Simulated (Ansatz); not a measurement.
Consider AlSb in the zinc blende structure (space group F-43m, No. 216).

AlSb is modelled in the cubic space group F-43m (No. 216), the zinc blende structure, Pearson symbol cF8. Lattice parameters: a = b = c = 6.1775 Å, α = β = γ = 90.00°. Sb on 4c is coordinated by 4 Al at 2.675 Å (tetrahedral). Al on 4a is coordinated by 4 Sb at 2.675 Å (tetrahedral). (Neighbours: up to the widest gap in distance over summed covalent radii, below 1.35, at either atom; cation-cation and far metal-metal contacts left out.)
(The calculation used a cell of 2 atoms; values per cell refer to that cell.)

Calculations: r2SCAN in Ansatz (plane waves to 500 eV, PAW, scalar-relativistic without spin-orbit coupling), earlier PAW set.

Carriers are added at fixed cell with a uniform background; the Fermi–Dirac width is that of 300 K.

One change was made to it. Results:

```csv
quantity,base,after
gap character,"indirect, Γ → a point along ⟨100⟩, about 0.9 Å⁻¹ from Γ","indirect, Γ → a point along ⟨100⟩, about 0.9 Å⁻¹ from Γ"
Fermi level relative to the doped band's edge (positive inside the band; to 0.05 eV),–,+0.45 eV
```

Question: Name the change that was made.
A) holes 7.0×10^20 cm⁻³
B) electrons 3.0×10^21 cm⁻³
C) electrons 7.0×10^20 cm⁻³

Answer: B, electrons 3.0×10^21 cm⁻³. For comparison, the Fermi level from band edge in the other runs: holes 7.0×10^20 cm⁻³ gives +0.20 eV; electrons 7.0×10^20 cm⁻³ gives +0.20 eV.

Carriers are added with a uniform compensating background; total energy and stress of such cells depend on the potential's zero and are not compared; many-body gap narrowing is missing at this level. With Sb present, leaving out spin-orbit coupling can change the band edges. Stability against distortions was not tested.

Ansatz is a first-principles code.
